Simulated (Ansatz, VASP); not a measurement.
**WC (sol) in VASP and in Ansatz**

```xyz
2
Lattice="2.8986 0.0000 0.0000 -1.4493 2.5102 0.0000 0.0000 0.0000 2.8280" Properties=species:S:1:pos:R:3 pbc="T T T"
W     0.0000    0.0000    0.0000
C     1.4493    0.8367    1.4140
```

Alike in both runs: functional PBEsol; k mesh 18 × 18 × 14; occupations gaussian, width 0.1 eV; no spin polarisation.

Ansatz relaxed the structure, and its values are those at the end. VASP's run is a single point on that final structure, the one shown.

|  | VASP | Ansatz |
| --- | --- | --- |
| version | VASP 6.6.1 | Ansatz 0.2.0 |
| potentials or method | VASP PAW PBE potentials, release 64 (W_sv, C) | scalar-relativistic, plane waves, PAW |
| plane-wave cutoff (eV) | 520 | 420 |
| valence electrons in the cell | 18 | 18 |

```tsv
	VASP	Ansatz	Ansatz less VASP
gap on the k mesh at the Fermi level (eV)	none	none	-
pressure (GPa)	1.2	0.0	-1.17
```

A gap of «none» marks a metal or a gap that the smearing closes. Ansatz warned: «pseudo_functional_mismatch».

Caveats: the PAW data sets were made with another functional, which shifts forces and pressure a little (VASP). Spin-orbit coupling is left out, which matters for the levels of W.
